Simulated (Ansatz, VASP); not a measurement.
# Two plane-wave programs on PbS

```
CELL_PARAMETERS angstrom
0.00000 3.10152 3.10152
3.10152 0.00000 3.10152
3.10152 3.10152 0.00000
ATOMIC_POSITIONS crystal
Pb 0.50000 0.50000 0.50000
S 0.00000 0.00000 0.00000
```

Alike in both runs: task single point; functional PBE; k mesh 10 × 10 × 10; occupations gaussian, width 0.05 eV; no spin polarisation.

```csv
,VASP,Ansatz
version,VASP 6.6.1,Ansatz 0.2.0
potentials or method,"VASP PAW PBE potentials, release 64 (Pb_d, S)","scalar-relativistic, plane waves, PAW"
plane-wave cutoff (eV),520,420
valence electrons in the cell,20,20
```

VASP gave:

| Item | Value |
| --- | --- |
| gap on the k mesh at the Fermi level (eV) | 0.76 |
| least direct gap on the mesh (eV) | 0.76 |
| pressure (GPa) | -4.2 |

What did Ansatz give for the same quantities?

gap on the k mesh at the Fermi level (eV): 0.76; least direct gap on the mesh (eV): 0.76; pressure (GPa): -4.1.

Caveats: spin-orbit coupling is left out, which as a rule narrows the gap of such compounds by several tenths of an eV. A k mesh can miss the band edges.
